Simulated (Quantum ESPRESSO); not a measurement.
# CuO (P4/nmm) in Quantum ESPRESSO: reference runs

Reference runs on CuO: the cell as given and a disturbed copy.

Everything below comes from runs of Quantum ESPRESSO 7.5. Logs are shortened: lines on timing, memory, paths and dates and some standing lists are left out, and cuts for length are marked.

### 1 Starting point

It takes space group P4/nmm (No. 129, tetragonal). Conventional cell: a = 3.175 Å, b = 3.175 Å, c = 4.650 Å, α = 90.00°, β = 90.00°, γ = 90.00°. Around Cu (site symmetry -4m2) lie 4 O at 2.02 Å and 4 Cu at 2.25 Å. O (site symmetry 4mm) has 4 Cu at 2.02 Å as nearest neighbours.

The cell was built by a generator and needn't be a form met in nature.

### 2 Single point, PBE

File pw.in:

```
&CONTROL
  calculation = 'scf'
  prefix = 'pwscf'
  outdir = './tmp'
  pseudo_dir = './pseudo'
  tprnfor = .true.
  tstress = .true.
  disk_io = 'nowf'
/
&SYSTEM
  ibrav = 0
  nat = 4
  ntyp = 2
  ecutwfc = 55
  ecutrho = 440
  nbnd = 25
  occupations = 'smearing'
  smearing = 'fd'
  degauss = 0.00367493
/
&ELECTRONS
  conv_thr = 8d-10
  electron_maxstep = 120
  mixing_beta = 0.5
/
ATOMIC_SPECIES
Cu    63.5460 Cu.paw.z_11.ld1.psl.v1.0.0-low.upf
O     15.9990 O.pbe-n-kjpaw_psl.0.1.UPF
CELL_PARAMETERS angstrom
   3.1754955000    0.0000000000    0.0000000000
   0.0000000000    3.1754955000    0.0000000000
   0.0000000000    0.0000000000    4.6495318700
ATOMIC_POSITIONS crystal
Cu     0.0000000000    0.0000000000    0.0000000000
Cu     0.5000000000    0.5000000000    0.0000000000
O      0.5000000000    0.0000000000    0.2670000000
O      0.0000000000    0.5000000000    0.7330000000
K_POINTS automatic
8 8 6 0 0 0
```

Potentials or basis: SSSP 1.3 efficiency PBE.

Started as:

```console
$ OMP_NUM_THREADS=1 pw.x -in pw.in > pw.out
```

pw.out:

```text
This program is part of the open-source Quantum ESPRESSO suite
     for quantum simulation of materials; please cite
         "P. Giannozzi et al., J. Phys.:Condens. Matter 21 395502 (2009);
         "P. Giannozzi et al., J. Phys.:Condens. Matter 29 465901 (2017);
         "P. Giannozzi et al., J. Chem. Phys. 152 154105 (2020);
     in publications or presentations arising from this work. More details at

     file Cu.paw.z_11.ld1.psl.v1.0.0-low.upf: wavefunction(s)  4S 3D renormalized
     file O.pbe-n-kjpaw_psl.0.1.UPF: wavefunction(s)  2P renormalized
     Message from routine setup:
     using ibrav=0 with symmetry is DISCOURAGED, use correct ibrav instead

     G-vector sticks info
     --------------------
     sticks:   dense  smooth     PW     G-vecs:    dense   smooth      PW
     Sum        1265     633    193                49339    17385    2983

     Using Slab Decomposition

     bravais-lattice index     =            0
     lattice parameter (alat)  =       6.0008  a.u.
     unit-cell volume          =     316.3944 (a.u.)^3
     number of atoms/cell      =            4
     number of atomic types    =            2
     number of electrons       =        34.00
     number of Kohn-Sham states=           25
     kinetic-energy cutoff     =      55.0000  Ry
     charge density cutoff     =     440.0000  Ry
     scf convergence threshold =      8.0E-10
     mixing beta               =       0.5000
     number of iterations used =            8  plain     mixing
     Exchange-correlation= SLA  PW   PBX  PBC
                           (   1   4   3   4   0   0   0)

     celldm(1)=   6.000817  celldm(2)=   0.000000  celldm(3)=   0.000000
     celldm(4)=   0.000000  celldm(5)=   0.000000  celldm(6)=   0.000000

     crystal axes: (cart. coord. in units of alat)
               a(1) = (   1.000000   0.000000   0.000000 )
               a(2) = (   0.000000   1.000000   0.000000 )
               a(3) = (   0.000000   0.000000   1.464191 )

     reciprocal axes: (cart. coord. in units 2 pi/alat)
               b(1) = (  1.000000  0.000000  0.000000 )
               b(2) = (  0.000000  1.000000  0.000000 )
               b(3) = (  0.000000  0.000000  0.682971 )

     PseudoPot. # 1 for Cu read from file:
     Cu.paw.z_11.ld1.psl.v1.0.0-low.upf
     Pseudo is Projector augmented-wave + core cor, Zval = 11.0
     Generated using &quot;atomic&quot; code by A. Dal Corso  v.6.3MaX
     Shape of augmentation charge: PSQ
     Using radial grid of 1199 points,  6 beta functions with:
                l(1) =   0
                l(2) =   0
                l(3) =   1
                l(4) =   1
                l(5) =   2
                l(6) =   2
     Q(r) pseudized with 0 coefficients

     PseudoPot. # 2 for O  read from file:
     O.pbe-n-kjpaw_psl.0.1.UPF
     Pseudo is Projector augmented-wave + core cor, Zval =  6.0
     Generated using "atomic" code by A. Dal Corso  v.5.0.99 svn rev. 10869
     Shape of augmentation charge: BESSEL
     Using radial grid of 1095 points,  4 beta functions with:
                l(1) =   0
                l(2) =   0
                l(3) =   1
                l(4) =   1
     Q(r) pseudized with 0 coefficients

     atomic species   valence    mass     pseudopotential
     Cu               11.00    63.54600     Cu( 1.00)
     O                 6.00    15.99900     O ( 1.00)

     16 Sym. Ops., with inversion, found ( 8 have fractional translation)

   Cartesian axes

     site n.     atom                  positions (alat units)
         1        Cu     tau(   1) = (   0.0000000   0.0000000   0.0000000  )
         2        Cu     tau(   2) = (   0.5000000   0.5000000   0.0000000  )
         3        O      tau(   3) = (   0.5000000   0.0000000   0.3909390  )
         4        O      tau(   4) = (   0.0000000   0.5000000   1.0732520  )

     number of k points=    60  Fermi-Dirac smearing, width (Ry)=  0.0037
                       cart. coord. in units 2pi/alat
        k(    1) = (   0.0000000   0.0000000   0.0000000), wk =   0.0052083
        k(    2) = (   0.0000000   0.0000000   0.1138285), wk =   0.0104167
        k(    3) = (   0.0000000   0.0000000   0.2276570), wk =   0.0104167
        k(    4) = (   0.0000000   0.0000000  -0.3414855), wk =   0.0052083
        k(    5) = (   0.0000000   0.1250000   0.0000000), wk =   0.0208333
        k(    6) = (   0.0000000   0.1250000   0.1138285), wk =   0.0416667
[... 52 lines left out ...]
        k(   59) = (  -0.5000000  -0.5000000   0.2276570), wk =   0.0104167
        k(   60) = (  -0.5000000  -0.5000000  -0.3414855), wk =   0.0052083

     Dense  grid:    49339 G-vectors     FFT dimensions: (  48,  48,  60)

     Smooth grid:    17385 G-vectors     FFT dimensions: (  30,  30,  45)

     Initial potential from superposition of free atoms

     starting charge      33.9995, renormalised to      34.0000
     Starting wfcs are   26 randomized atomic wfcs

     Self-consistent Calculation

     iteration #  1     ecut=    55.00 Ry     beta= 0.50
     Davidson diagonalization with overlap
     ethr =  1.00E-02,  avg # of iterations =  5.2

     total energy              =    -508.24457170 Ry
     estimated scf accuracy    <       1.56188344 Ry

     iteration #  2     ecut=    55.00 Ry     beta= 0.50
     Davidson diagonalization with overlap
     ethr =  4.59E-03,  avg # of iterations =  2.0
[... 50 lines left out ...]
     total energy              =    -509.14276612 Ry
     estimated scf accuracy    <       0.00000013 Ry

     iteration # 10     ecut=    55.00 Ry     beta= 0.50
     Davidson diagonalization with overlap
     ethr =  3.89E-10,  avg # of iterations =  1.4

     End of self-consistent calculation

          k = 0.0000 0.0000 0.0000 (  2165 PWs)   bands (ev):

   -11.8734 -11.0646   0.2436   1.2493   1.7533   1.7533   2.1691   3.0507
     3.0507   4.8269   4.8417   5.4206   5.6047   5.6047   6.1946   6.3476
     7.1090   7.1090   7.8028  13.1562  17.6036  17.6036  18.7896  18.9318
    21.6637

          k = 0.0000 0.0000 0.1138 (  2181 PWs)   bands (ev):

   -11.8309 -11.1113   0.2856   1.1597   1.7238   1.7238   2.1692   3.0919
     3.0919   4.8333   4.8471   5.4206   5.6288   5.6288   6.1656   6.1946
     7.0681   7.0681   8.2273  12.9958  17.6003  17.6003  18.8938  19.1168
    21.3002
[... 393 lines left out ...]
          k =-0.5000-0.5000 0.2277 (  2184 PWs)   bands (ev):

   -11.0190 -11.0190   0.8389   0.8389   2.6157   2.6157   2.9013   2.9013
     3.3851   3.3851   3.9882   3.9882   4.9604   4.9604   5.0335   5.0335
     6.3655   6.3655  12.9199  12.9199  15.9247  15.9247  20.1719  20.1719
    21.0558

          k =-0.5000-0.5000-0.3415 (  2152 PWs)   bands (ev):

   -11.0186 -11.0186   0.9053   0.9053   2.5254   2.5254   2.9505   2.9505
     3.4125   3.4125   3.8931   3.8931   4.9073   4.9073   5.0335   5.0335
     6.3898   6.3898  13.1690  13.1690  15.9241  15.9241  20.0565  20.0567
    20.5967

     the Fermi energy is     6.6770 ev

!    total energy              =    -509.14276614 Ry
     total all-electron energy =     -6920.596083 Ry
     estimated scf accuracy    <          5.4E-10 Ry
     smearing contrib. (-TS)   =      -0.00421866 Ry
     internal energy E=F+TS    =    -509.13854748 Ry

     The total energy is F=E-TS. E is the sum of the following terms:
     one-electron contribution =    -153.06418594 Ry
     hartree contribution      =     113.73115420 Ry
     xc contribution           =    -103.96971331 Ry
     ewald contribution        =    -167.04929138 Ry
     one-center paw contrib.   =    -198.78651105 Ry

     convergence has been achieved in  10 iterations

     Forces acting on atoms (cartesian axes, Ry/au):

     atom    1 type  1   force =     0.00000000    0.00000000    0.00000000
     atom    2 type  1   force =     0.00000000    0.00000000    0.00000000
     atom    3 type  2   force =     0.00000000    0.00000000   -0.03437981
     atom    4 type  2   force =     0.00000000    0.00000000    0.03437981

     Total force =     0.048620     Total SCF correction =     0.000034

     Computing stress (Cartesian axis) and pressure

          total   stress  (Ry/bohr**3)                   (kbar)     P=      167.76
   0.00200062   0.00000000   0.00000000          294.30        0.00        0.00
   0.00000000   0.00200062   0.00000000            0.00      294.30        0.00
   0.00000000   0.00000000  -0.00058007            0.00        0.00      -85.33

=------------------------------------------------------------------------------=
   JOB DONE.
=------------------------------------------------------------------------------=
```

Wall time 49 s (1 thread of Arm Neoverse V2, shared host); peak memory 0.27 GiB.

What came out:

- Free energy: -6927.2402 eV
- Pressure: 16.8 GPa
- Largest force: 0.884 eV/Å
- Band gap on the k mesh: none (metal or under the smearing width)

Forces on the atoms (eV/Å):
```
Cu   0.000  0.000  0.000
Cu   0.000  0.000  0.000
O    0.000  0.000 -0.884
O    0.000  0.000  0.884
```

Caveat: so large a pressure means that the cell lies far from this level's equilibrium, or that cutoff or potentials fall short; the run has no spin polarisation, though such a crystal can be magnetic; semilocal functionals often make such compounds metallic where correlation or magnetic order opens a gap, which also shifts bond lengths.

### 3 Single point, PBE (atoms moved at random, drawn with an rms of 0.05 Å)

pw.in: that of step 2 with these lines changed.

```diff
@@ -33,6 +33,6 @@
 ATOMIC_POSITIONS crystal
-Cu     0.0000000000    0.0000000000    0.0000000000
-Cu     0.5000000000    0.5000000000    0.0000000000
-O      0.5000000000    0.0000000000    0.2670000000
-O      0.0000000000    0.5000000000    0.7330000000
+Cu    -0.0019590000    0.0009470000   -0.0045530000
+Cu     0.4996480000    0.5073270000    0.0017850000
+O      0.5054960000   -0.0039170000    0.2676500000
+O     -0.0021780000    0.5003410000    0.7249710000
 K_POINTS automatic
```

Potentials or basis: SSSP 1.3 efficiency PBE.

Started as:

```console
$ OMP_NUM_THREADS=1 pw.x -in pw.in > pw.out
```

Wall time 2.7 min (1 thread of Arm Neoverse V2, shared host); peak memory 0.37 GiB.

The run converged. Its results:

| Property | Result |
| --- | --- |
| Free energy | -6927.1966 eV |
| Pressure | 15.2 GPa |
| Largest force | 1.182 eV/Å |
| Band gap on the k mesh | none (metal or under the smearing width) |

Forces in eV/Å, atoms in the order of the input:
```
Cu   0.105  0.196 -0.254
Cu  -0.052 -0.335  0.081
O   -0.062  0.112 -1.009
O    0.008  0.027  1.182
```

Stress tensor (GPa, compression positive):
```
 28.14   0.03  -0.26
  0.03  27.86   0.33
 -0.26   0.33 -10.41
```

Levels at points of the mesh, in eV from the Fermi level:
```csv
k point,band 13,band 14,band 15,band 16,band 17,band 18,band 19,band 20,band 21,band 22
"(0.00, 0.00, 0.00)",-1.07,-1.04,-0.46,-0.38,0.41,0.43,1.11,6.53,10.81,10.84
"(0.00, 0.00, -0.50)",-0.95,-0.92,-0.80,-0.46,0.22,0.24,2.72,5.67,10.79,10.83
"(0.00, -0.50, 0.00)",-2.32,-2.29,-0.29,-0.28,-0.06,-0.02,5.14,5.22,10.63,10.67
"(0.00, -0.50, -0.50)",-2.35,-2.31,-0.02,0.02,0.07,0.08,4.95,5.03,9.79,9.82
"(-0.50, -0.50, 0.00)",-1.62,-1.61,-1.53,-1.52,-0.38,-0.38,5.43,5.55,9.13,9.13
"(-0.50, -0.50, -0.50)",-1.77,-1.77,-1.61,-1.60,-0.25,-0.25,6.35,6.46,9.13,9.13
"(-0.50, 0.00, 0.00)",-2.27,-2.25,-0.28,-0.23,0.00,0.03,5.08,5.18,10.63,10.65
"(-0.50, 0.00, 0.50)",-2.30,-2.28,0.04,0.06,0.10,0.13,4.87,5.00,9.78,9.82
```

Caveat: the run has no spin polarisation, though such a crystal can be magnetic; semilocal functionals often make such compounds metallic where correlation or magnetic order opens a gap, which also shifts bond lengths.
